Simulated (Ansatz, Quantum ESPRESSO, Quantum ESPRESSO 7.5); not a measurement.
# Evanescent states of BeSe, zinc blende type, lattice constant set to 4.973 Å

How good a tunnel barrier is BeSe, zinc blende type, lattice constant set to 4.973 Å?

Main program and level: Quantum ESPRESSO 7.5; plane-wave DFT, PBE, GBRV ultrasoft pseudopotentials (cross-check by Ansatz 0.2.0 with PAW datasets).

The structure was built from a prototype and need not be the compound's stable phase.

### Step 1. The starting structure

It takes space group F-43m (No. 216, cubic). Conventional cell: a = 4.973 Å, b = 4.973 Å, c = 4.973 Å, α = 90.00°, β = 90.00°, γ = 90.00°. Nearest to Be lie 4 Se at 2.15 Å. Se has 4 Be at 2.15 Å nearest. Farther neighbours and most contacts between anions are not listed.

### Step 2. Ground state

pwcond needs a cell whose third axis lies along the current and stands perpendicular to the other two.

Contents of scf.in:

```
&control
  prefix = 'scf'
  outdir = './out'
  pseudo_dir = './pseudo'
  calculation = 'scf'
  tprnfor = .true.
/
&system
  ibrav = 0
  nat = 4
  ntyp = 2
  ecutwfc = 40
  ecutrho = 200
  occupations = 'fixed'
  nbnd = 14
/
&electrons
  conv_thr = 1e-09
  mixing_beta = 0.6
  electron_maxstep = 120
/
ATOMIC_SPECIES
  Be  9.0122  be_pbe_v1.4.uspp.F.UPF
  Se  78.9710  se_pbe_v1.uspp.F.UPF
CELL_PARAMETERS angstrom
  3.51644202284070 0.00000000000000 0.00000000000000
  0.00000000000000 3.51644202284070 0.00000000000000
  0.00000000000000 0.00000000000000 4.97300000000000
ATOMIC_POSITIONS crystal
  Be  0.000000000000 0.000000000000 0.000000000000
  Se  0.500000000000 0.000000000000 0.250000000000
  Be  0.500000000000 0.500000000000 0.500000000000
  Se  0.000000000000 0.500000000000 0.750000000000
K_POINTS automatic
  8 8 6 0 0 0
```

The run is started by

```console
$ OMP_NUM_THREADS=1 mpirun -n 2 pw.x -nk 2 -in scf.in > scf.out
```

The log of the run:

```text
Program PWSCF v.7.5 starts
[citation notice left out]

     Parallel version (MPI & OpenMP), running on       2 processor cores
     Number of MPI processes:                 2
     Threads/MPI process:                     1

     MPI processes distributed on     1 nodes
[...]
Current dimensions of program PWSCF are:
     Max number of different atomic species (ntypx) = 10
     Max number of k-points (npk) =  40000
     Max angular momentum in pseudopotentials (lmaxx) =  4
     Found identity + ( -0.5000 -0.5000 -0.5000) symmetry
     This is a supercell, fractional translations are disabled
     Message from routine setup:
     using ibrav=0 with symmetry is DISCOURAGED, use correct ibrav instead

     K-points division:     npool     =       2
     Subspace diagonalization in iterative solution of the eigenvalue problem:
     a serial algorithm will be used

     G-vector sticks info
     --------------------
     sticks:   dense  smooth     PW     G-vecs:    dense   smooth      PW
     Sum         697     561    177                19763    14197    2477

     Using Slab Decomposition

     bravais-lattice index     =            0
     lattice parameter (alat)  =       6.6451  a.u.
     unit-cell volume          =     414.9750 (a.u.)^3
     number of atoms/cell      =            4
     number of atomic types    =            2
     number of electrons       =        20.00
     number of Kohn-Sham states=           14
     kinetic-energy cutoff     =      40.0000  Ry
     charge density cutoff     =     200.0000  Ry
     scf convergence threshold =      1.0E-09
     mixing beta               =       0.6000
     number of iterations used =            8  plain     mixing
     Exchange-correlation= SLA  PW   PBE  PBE
                           (   1   4   3   4   0   0   0)

     celldm(1)=   6.645112  celldm(2)=   0.000000  celldm(3)=   0.000000
     celldm(4)=   0.000000  celldm(5)=   0.000000  celldm(6)=   0.000000

     crystal axes: (cart. coord. in units of alat)
               a(1) = (   1.000000   0.000000   0.000000 )
               a(2) = (   0.000000   1.000000   0.000000 )
               a(3) = (   0.000000   0.000000   1.414214 )

     reciprocal axes: (cart. coord. in units 2 pi/alat)
               b(1) = (  1.000000  0.000000  0.000000 )
               b(2) = (  0.000000  1.000000  0.000000 )
               b(3) = (  0.000000  0.000000  0.707107 )

     PseudoPot. # 1 for Be read from file:
     ./pseudo/be_pbe_v1.4.uspp.F.UPF
     Pseudo is Ultrasoft, Zval =  4.0
     Generated by new atomic code, or converted to UPF format
     Using radial grid of  769 points,  6 beta functions with:
                l(1) =   0
                l(2) =   0
                l(3) =   0
                l(4) =   1
                l(5) =   1
                l(6) =   2
     Q(r) pseudized with 10 coefficients,  rinner =    1.000   1.000   1.000
                                                       1.000   1.000

     PseudoPot. # 2 for Se read from file:
     ./pseudo/se_pbe_v1.uspp.F.UPF
     Pseudo is Ultrasoft + core correction, Zval =  6.0
     Generated by new atomic code, or converted to UPF format
     Using radial grid of  877 points,  6 beta functions with:
                l(1) =   0
                l(2) =   0
                l(3) =   1
                l(4) =   1
                l(5) =   2
                l(6) =   2
     Q(r) pseudized with  8 coefficients,  rinner =    1.300   1.300   1.300
                                                       1.300   1.300

     atomic species   valence    mass     pseudopotential
     Be                4.00     9.01220     Be( 1.00)
     Se                6.00    78.97100     Se( 1.00)

      8 Sym. Ops. (no inversion) found

   Cartesian axes

     site n.     atom                  positions (alat units)
         1        Be     tau(   1) = (   0.0000000   0.0000000   0.0000000  )
         2        Se     tau(   2) = (   0.5000000   0.0000000   0.3535534  )
         3        Be     tau(   3) = (   0.5000000   0.5000000   0.7071068  )
         4        Se     tau(   4) = (   0.0000000   0.5000000   1.0606602  )

     number of k points=    60
                       cart. coord. in units 2pi/alat
        k(    1) = (   0.0000000   0.0000000   0.0000000), wk =   0.0052083
        k(    2) = (   0.0000000   0.0000000   0.1178511), wk =   0.0104167
        k(    3) = (   0.0000000   0.0000000   0.2357023), wk =   0.0104167
        k(    4) = (   0.0000000   0.0000000  -0.3535534), wk =   0.0052083
        k(    5) = (   0.0000000   0.1250000   0.0000000), wk =   0.0208333
        k(    6) = (   0.0000000   0.1250000   0.1178511), wk =   0.0416667
        k(    7) = (   0.0000000   0.1250000   0.2357023), wk =   0.0416667
        k(    8) = (   0.0000000   0.1250000  -0.3535534), wk =   0.0208333
        k(    9) = (   0.0000000   0.2500000   0.0000000), wk =   0.0208333
        k(   10) = (   0.0000000   0.2500000   0.1178511), wk =   0.0416667
[...]
k(   60) = (  -0.5000000  -0.5000000  -0.3535534), wk =   0.0052083

     Dense  grid:    19763 G-vectors     FFT dimensions: (  30,  30,  45)

     Smooth grid:    14197 G-vectors     FFT dimensions: (  27,  27,  40)

     Estimated max dynamical RAM per process >      56.11 MB

     Estimated total dynamical RAM >     107.39 MB

     Initial potential from superposition of free atoms

     starting charge      19.9996, renormalised to      20.0000
     Starting wfcs are   18 randomized atomic wfcs

     total cpu time spent up to now is        0.9 secs

     per-process dynamical memory:    30.8 Mb

     Self-consistent Calculation

     iteration #  1     ecut=    40.00 Ry     beta= 0.60
     Davidson diagonalization with overlap
     ethr =  1.00E-02,  avg # of iterations =  3.2

     Threshold (ethr) on eigenvalues was too large:
     Diagonalizing with lowered threshold

     Davidson diagonalization with overlap
     ethr =  3.85E-04,  avg # of iterations =  1.9

     total cpu time spent up to now is        3.2 secs

     total energy              =    -143.90898053 Ry
     estimated scf accuracy    <       0.08032624 Ry

     iteration #  2     ecut=    40.00 Ry     beta= 0.60
[...]
total energy              =    -143.91129856 Ry
     estimated scf accuracy    <       0.00663333 Ry

     iteration #  3     ecut=    40.00 Ry     beta= 0.60
[...]
total energy              =    -143.91195659 Ry
     estimated scf accuracy    <       0.00013327 Ry

     iteration #  4     ecut=    40.00 Ry     beta= 0.60
[...]
c_bands:  2 eigenvalues not converged
[...]
total energy              =    -143.91205174 Ry
     estimated scf accuracy    <       0.00000567 Ry

     iteration #  5     ecut=    40.00 Ry     beta= 0.60
[...]
total energy              =    -143.91205665 Ry
     estimated scf accuracy    <       0.00000020 Ry

     iteration #  6     ecut=    40.00 Ry     beta= 0.60
[...]
total energy              =    -143.91205699 Ry
     estimated scf accuracy    <       0.00000003 Ry

     iteration #  7     ecut=    40.00 Ry     beta= 0.60
[...]
total energy              =    -143.91205700 Ry
     estimated scf accuracy    <          5.0E-09 Ry

     iteration #  8     ecut=    40.00 Ry     beta= 0.60
[...]
End of self-consistent calculation

          k = 0.0000 0.0000 0.0000 (  1787 PWs)   bands (ev):

   -92.6229 -92.6225  -7.8317  -5.6582   1.0391   3.6329   3.6329   6.6750
     6.6750   6.6750   9.0543  10.8041  11.6622  11.6623

          k = 0.0000 0.0000 0.1179 (  1779 PWs)   bands (ev):

   -92.6229 -92.6225  -7.7253  -5.8711   1.3895   3.7647   3.7647   6.0884
     6.3108   6.3108   9.2507  10.9759  11.3549  12.1990

          k = 0.0000 0.0000 0.2357 (  1763 PWs)   bands (ev):

   -92.6229 -92.6222  -7.4163  -6.3744   2.2981   4.1524   4.1524   4.8566
     5.5446   5.5446   9.7521  10.9042  11.5530  13.4411

          k = 0.0000 0.0000-0.3536 (  1762 PWs)   bands (ev):

   -92.6227 -92.6224  -6.9401  -6.9401   3.5177   3.5177   4.7682   4.7682
     4.7682   4.7682  10.3488  10.3488  12.6012  12.6012

          k = 0.0000 0.1250 0.0000 (  1787 PWs)   bands (ev):

   -92.6230 -92.6225  -7.7124  -5.6478   1.1685   3.0211   3.7600   5.7471
     6.2512   6.6144   9.5981  11.4977  11.6359  11.8022

          k = 0.0000 0.1250 0.1179 (  1796 PWs)   bands (ev):

   -92.6230 -92.6226  -7.6089  -5.8429   1.4141   3.2515   3.8877   4.9690
     6.2909   6.4177   9.7807  11.5632  11.6620  12.0555

[...]
highest occupied, lowest unoccupied level (ev):     6.6750    9.0543

!    total energy              =    -143.91205700 Ry
     estimated scf accuracy    <          6.5E-11 Ry

     The total energy is the sum of the following terms:
     one-electron contribution =     -30.21026715 Ry
     hartree contribution      =      15.08350979 Ry
     xc contribution           =     -69.85418568 Ry
     ewald contribution        =     -58.93111396 Ry

     convergence has been achieved in   8 iterations

     Forces acting on atoms (cartesian axes, Ry/au):

     atom    1 type  1   force =     0.00000000    0.00000000    0.00000000
     atom    2 type  2   force =     0.00000000    0.00000000   -0.00002030
     atom    3 type  1   force =     0.00000000    0.00000000    0.00000000
     atom    4 type  2   force =     0.00000000    0.00000000    0.00002030

     Total force =     0.000029     Total SCF correction =     0.000005
     SCF correction compared to forces is large: reduce conv_thr to get better values

[...]
=------------------------------------------------------------------------------=
   JOB DONE.
=------------------------------------------------------------------------------=
```

Elapsed: 15 s, on 2 MPI ranks of Arm Neoverse V1, shared host; peak memory 0.19 GiB.

Numbers from this step:

| Property | Result |
| --- | --- |
| free energy | -1958.0233 eV |
| valence top, on the run's zero | 6.675 eV |
| conduction bottom, on the run's zero | 9.054 eV |
| gap by band count | 2.379 eV |

The run needed 8 iterations to bring the estimated error under 1e-09 Ry.

(Part 1 of 3 ends here.)

[Logs are printed without paths, hosts, clocks, repeated set-up lines and the standing remarks that a program may print on its own settings, such as how far it seeks lower states.]

[Hosts, paths, dates, database ids (printed as entryN), source tags and the programs' standing remarks are cut or masked in the printed files.]

[Maps of the electrostatic potential energy from Ansatz leave out the sawtooth potential of an applied field or a dipole correction, so their vacuum need not be flat; planar profiles and work functions include it.]
